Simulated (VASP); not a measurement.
# CsPbCl₃, self-consistent run: which settings are enough?

CsPbCl₃, Pm-3m (no. 221), 5 atoms in the cell. RSCAN; PAW potentials Pb_d, Cs_sv, Cl (PBE set). VASP 6.6.1.

Wanted: energy within 0.2 meV/atom; levels at the zone centre within 0.003 eV.

What the run is for: comparing ways to start; Accuracy asked: tight.

Levels at the zone centre: counted from the valence top at that point.

POSCAR:
```
CsPbCl3
1.0
    5.6050000000      0.0000000000      0.0000000000
    0.0000000000      5.6050000000      0.0000000000
    0.0000000000      0.0000000000      5.6050000000
Pb Cs Cl
1 1 3
Direct
    0.5000000000      0.5000000000      0.5000000000
    0.0000000000      0.0000000000      0.0000000000
    0.5000000000      0.0000000000      0.5000000000
    0.0000000000      0.5000000000      0.5000000000
    0.5000000000      0.5000000000      0.0000000000
```

## How the run starts (with a second run first, the time holds both)

| How the run starts (with a second run first, the time holds both) | Energy less reference (meV/atom) | Levels at the zone centre, largest deviation (eV) | Time (s) |
|---|---|---|---|
| from scratch: 22 SCF iterations | 0.00 | 0.0000 | 137 |
| PBE orbitals (WAVECAR): 12 + 11 SCF iterations | 0.00 | 0.0003 | 92 |
| PBE density (CHGCAR): 12 + 28 SCF iterations | 0.00 | 0.0018 | 173 |
| loose PBE orbitals: 10 + 11 SCF iterations | 0.00 | 0.0003 | 83 |

## Question

For each series: keep the first row unless others stay within half of the tolerance and take at least 30 % less time, and then take the fastest.

## Answer

- How the run starts (with a second run first, the time holds both): loose PBE orbitals: 10 + 11 SCF iterations

## All choices together

| Input | Energy less reference (meV/atom) | Levels at the zone centre, largest deviation (eV) | Time (s) |
|---|---|---|---|
| chosen settings | 0.00 | 0.0003 | 83 |
| reference settings throughout | 0.00 | 0.0000 | 137 |

The tolerance is met.

Values of the reference run: Levels at the zone centre: 0, 0, 6.482 eV from the valence top at Gamma.

## The input

INCAR.step1:
```
ISMEAR   = 0              # smearing method
SIGMA    = 0.03           # smearing width, eV
LWAVE    = T              # write WAVECAR
LCHARG   = T              # write CHGCAR
ISIF     = 2              # what is computed and relaxed
PREC     = Accurate       # precision mode
LASPH    = T              # aspherical terms in the spheres
LREAL    = F              # projectors in reciprocal space
ALGO     = Normal         # electronic algorithm
EDIFF    = 0.001          # SCF threshold, eV
NELM     = 120            # most SCF steps
GGA_COMPAT= F            
ENCUT    = 440            # plane-wave cutoff, eV
EFERMI   = MIDGAP       
GGA      = PE             # functional
```

INCAR.step2, as INCAR.step1 but for:
```
- LWAVE = T
- LCHARG = T
- EDIFF = 0.001
- GGA = PE
+ METAGGA = RSCAN
+ LWAVE = F
+ LCHARG = F
+ EDIFF = 1E-6
+ LMIXTAU = T
+ ISTART = 1
```

KPOINTS:
```
k-points
0
Gamma
  5 5 5
```

Commands (each step's output is kept before the next begins):
```
cat potpaw_PBE.64/Pb_d/POTCAR potpaw_PBE.64/Cs_sv/POTCAR potpaw_PBE.64/Cl/POTCAR > POTCAR
cp INCAR.step1 INCAR
mpirun -np 1 vasp_std > vasp.out
cp INCAR.step2 INCAR
mpirun -np 1 vasp_std > vasp.out
```

The chosen input took VASP 6.6.1 83 s on 1 core (Intel Xeon 6975P-C (Granite Rapids)), a shared host.
